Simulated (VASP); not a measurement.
# C, NMR shieldings and orbital susceptibility: which settings are enough?

C, Fd-3m (no. 227), 2 atoms in the cell. PBE, GIPAW shieldings; PAW potentials C (PBE set). VASP 6.6.1.

Wanted: isotropic shielding within 0.5 ppm; span within 1 ppm.

POSCAR:
```
C
1.0
    0.0000000000      1.7833700000      1.7833700000
    1.7833700000      0.0000000000      1.7833700000
    1.7833700000      1.7833700000      0.0000000000
C
2
Direct
    0.7500000000      0.7500000000      0.7500000000
    0.5000000000      0.5000000000      0.5000000000
```

The series start from ENCUT (eV): 600; k mesh: 7 × 7 × 7; EDIFF (eV): 1e-8; PREC: Accurate; Projectors: LREAL = F, NLSPLINE = T; LNMR_SYM_RED: yes; ALGO: Normal. Each series keeps the choices made before it, and each single choice may use up half of a tolerance.

## ENCUT (eV)

| ENCUT (eV) | Isotropic shielding, largest deviation (ppm) | Span, largest deviation (ppm) | Time (s) |
|---|---|---|---|
| 400 | 1.19 | 0.0 | 8.3 |
| 500 | 0.98 | 0.0 | 19 |
| 600 | 0.93 | 0.0 | 32 |
| 700 | 0.51 | 0.0 | 25 |
| 800 | 0.18 | 0.0 | 26 |
| 1000 (reference) | 0.00 | 0.0 | 91 |

Chosen: 800, the loosest value from which every tighter one stays within half of the tolerance.

## k mesh

| k mesh | Isotropic shielding, largest deviation (ppm) | Span, largest deviation (ppm) | Time (s) |
|---|---|---|---|
| 3 × 3 × 3 | 185.79 | 0.0 | 11 |
| 4 × 4 × 4 | 92.81 | 0.0 | 18 |
| 6 × 6 × 6 | 25.60 | 0.0 | 34 |
| 7 × 7 × 7 | 12.79 | 0.0 | 26 |
| 9 × 9 × 9 | 2.56 | 0.0 | 58 |
| 11 × 11 × 11 (reference) | 0.00 | 0.0 | 68 |

Chosen: 11 × 11 × 11; the next looser run is off by more than half of the tolerance, so convergence isn't shown beyond this value.

## EDIFF (eV)

| EDIFF (eV) | Isotropic shielding, largest deviation (ppm) | Span, largest deviation (ppm) | Time (s) |
|---|---|---|---|
| 0.0001 | 1.62 | 0.0 | 43 |
| 1e-5 | 1.21 | 0.0 | 48 |
| 1e-6 | 0.30 | 0.0 | 71 |
| 1e-7 | 0.12 | 0.0 | 72 |
| 1e-8 | 0.03 | 0.0 | 68 |
| 1e-9 (reference) | 0.00 | 0.0 | 82 |

Chosen: 1e-7.

## PREC

| PREC | Isotropic shielding, largest deviation (ppm) | Span, largest deviation (ppm) | Time (s) |
|---|---|---|---|
| Accurate | 0.00 | 0.0 | 72 |
| Normal | 0.00 | 0.0 | 58 |

Chosen: Normal; it saves 14.5 s of 72, so Accurate would do nearly as well.

## Projectors

| Projectors | Isotropic shielding, largest deviation (ppm) | Span, largest deviation (ppm) | Time (s) |
|---|---|---|---|
| LREAL = F, NLSPLINE = T | 0.00 | 0.0 | 58 |
| LREAL = Auto | 0.01 | 0.0 | 82 |
| LREAL = F, NLSPLINE = F | 0.40 | 0.0 | 64 |

Chosen: LREAL = F, NLSPLINE = T; no other choice that stays within half of the tolerance saves 30 % of the time.

## LNMR_SYM_RED

| LNMR_SYM_RED | Isotropic shielding, largest deviation (ppm) | Span, largest deviation (ppm) | Time (s) |
|---|---|---|---|
| yes | 0.00 | 0.0 | 58 |
| no | 0.00 | 0.0 | 50 |

Chosen: no; it saves 7.6 s of 58, so yes would do nearly as well.

## ALGO

| ALGO | Isotropic shielding, largest deviation (ppm) | Span, largest deviation (ppm) | Time (s) |
|---|---|---|---|
| Normal | 0.00 | 0.0 | 50 |
| Fast | 0.01 | 0.0 | 51 |
| All | 0.00 | 0.0 | 54 |

Chosen: Normal.

## All choices together

| Input | Isotropic shielding, largest deviation (ppm) | Span, largest deviation (ppm) | Time (s) |
|---|---|---|---|
| defaults but for LCHIMAG, on a 6 × 6 × 6 mesh (naive) | 29.33 | 0.0 | 4.5 |
| chosen settings | 0.33 | 0.0 | 50 |
| reference settings throughout | 0.00 | 0.0 | 317 |

The chosen settings stay within the tolerance of the reference run, but the reference itself isn't shown to be converged in: k mesh.

Values of the reference run: Isotropic shielding: 136.2, 136.2 ppm, absolute isotropic shielding with the core part, with the G = 0 term; Span: 0, 0 ppm.

## The input

INCAR:
```
SYSTEM = C
  GGA = PE
  PREC = Normal
  ENCUT = 800
  EDIFF = 1E-7
  LREAL = .False.
  LASPH = .True.
  ALGO = Normal
  NELM = 120
  LWAVE = .False.
  LCHARG = .False.
  LCHIMAG = .True.
  LNMR_SYM_RED = .False.
  NLSPLINE = .True.
  ISMEAR = 0
  SIGMA = 0.01
  KPAR = 2
```

KPOINTS:
```
Automatic mesh
0
Gamma
  11 11 11
  0 0 0
```

Commands:
```
cat potpaw_PBE.64/C/POTCAR > POTCAR
mpirun -np 2 vasp_std > vasp.out
```

Limits: The pGv and vGv forms of the susceptibility differ by more than 5 %, and the shieldings take over part of that uncertainty through the G = 0 term.

The chosen input took VASP 6.6.1 50 s on 2 cores (Intel Xeon Platinum 8259CL @ 2.50GHz (Skylake/Cascade Lake)), a shared host.

## An input that fails: smearing meant for metals

It runs to its end, but against the unchanged starting input it is off by 123.66 ppm in the isotropic shielding, 0.0 ppm in the span.

Changes against the starting input:
```
- ISMEAR = 0
- SIGMA = 0.01
+ ISMEAR = 1
+ SIGMA = 1.0
```
